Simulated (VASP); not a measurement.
Input of a VASP 6.6.1 run:

Contents of run.py:

```python
from ase.calculators.vasp import Vasp
from ase.dft.bandgap import bandgap
from ase.io import read

atoms = read('BP.xyz')
atoms.set_initial_magnetic_moments([0.5, 0.0])
calc = Vasp(
    directory='calc',
    xc='pbe',
    pp='PBE',
    setups='recommended',
    prec='Accurate',
    encut=520,
    ediff=1e-06,
    ismear=0,
    sigma=0.05,
    lreal=False,
    lasph=True,
    nelm=100,
    algo='Fast',
    isif=2,
    lwave=False,
    lcharg=True,
    ispin=2,
    lorbit=11,
    ivdw=11,
    kpts=[10, 10, 10],
    gamma=True,
    nbands=15,
)
atoms.calc = calc

print('energy (eV):', atoms.get_potential_energy())
print('free energy (eV):', atoms.get_potential_energy(force_consistent=True))
efermi = calc.get_fermi_level()
print('Fermi level (eV):', efermi)
path = atoms.cell.bandpath(npoints=40, eps=1e-4)
print('path:', path.path)
calc.set(kpts=path.kpts, reciprocal=True, icharg=11, isym=0, lcharg=False)
calc.calculate(atoms)
print('gap on the path (eV):', bandgap(calc, efermi=efermi)[0])
print('direct gap on the path (eV):', bandgap(calc, efermi=efermi, direct=True)[0])
```

Contents of BP.xyz:

```xyz
2
Lattice="0.0000000000 2.1063530127 2.1063530127 2.1063530127 0.0000000000 2.1063530127 2.1063530127 2.1063530127 0.0000000000" Properties=species:S:1:pos:R:3 pbc="T T T"
P      3.1595295191      3.1595295191      3.1595295191
B      0.0000000000      0.0000000000      0.0000000000
```

Potentials or basis: VASP PAW PBE potentials, release 64 (P, B).

Launch:

```sh
$ python run.py
```

Question: What does it give for the band gap along the path?

Answer: 0.84 eV, indirect (least direct gap 3.86 eV).

Question: What does it give for the dispersion energy per atom?

Answer: -0.217 eV.

Question: Estimate the net moment.

Answer: 0.00 μB per cell.

Levels at the corners of the path, in eV from the Fermi level:
Spin up:
```tsv
point	band 1	band 2	band 3	band 4	band 5	band 6	band 7	band 8
Γ	-17.90	-0.32	-0.32	-0.32	3.54	3.54	3.54	10.61
X	-11.80	-10.10	-5.25	-5.25	0.52	1.17	13.99	13.99
W	-11.29	-9.30	-7.35	-7.17	4.97	7.03	8.38	8.49
K	-11.69	-9.54	-8.06	-4.51	1.58	6.22	10.93	12.34
Γ	-17.90	-0.32	-0.32	-0.32	3.54	3.54	3.54	10.61
L	-13.64	-11.07	-2.32	-2.32	4.54	4.54	4.89	10.58
U	-11.69	-9.54	-8.06	-4.51	1.58	6.22	10.93	12.34
W	-11.29	-9.30	-7.35	-7.17	4.97	7.03	8.38	8.49
L	-13.64	-11.07	-2.32	-2.32	4.54	4.54	4.89	10.58
K	-11.69	-9.54	-8.06	-4.51	1.58	6.22	10.93	12.34
U	-11.69	-9.54	-8.06	-4.51	1.58	6.22	10.93	12.34
X	-11.80	-10.10	-5.25	-5.25	0.52	1.17	13.99	13.99
```
Spin down:
```tsv
point	band 1	band 2	band 3	band 4	band 5	band 6	band 7	band 8
Γ	-17.90	-0.32	-0.32	-0.32	3.54	3.54	3.54	10.61
X	-11.80	-10.10	-5.25	-5.25	0.52	1.17	13.99	13.99
W	-11.29	-9.30	-7.35	-7.17	4.97	7.03	8.38	8.49
K	-11.69	-9.54	-8.06	-4.51	1.58	6.22	10.93	12.34
Γ	-17.90	-0.32	-0.32	-0.32	3.54	3.54	3.54	10.61
L	-13.64	-11.07	-2.32	-2.32	4.54	4.54	4.89	10.58
U	-11.69	-9.54	-8.06	-4.51	1.58	6.22	10.93	12.34
W	-11.29	-9.30	-7.35	-7.17	4.97	7.03	8.38	8.49
L	-13.64	-11.07	-2.32	-2.32	4.54	4.54	4.89	10.58
K	-11.69	-9.54	-8.06	-4.51	1.58	6.22	10.93	12.34
U	-11.69	-9.54	-8.06	-4.51	1.58	6.22	10.93	12.34
X	-11.80	-10.10	-5.25	-5.25	0.52	1.17	13.99	13.99
```

Caveat: the log is that of the step along the path at fixed density, whose energy, stress, charges and moments have no meaning.
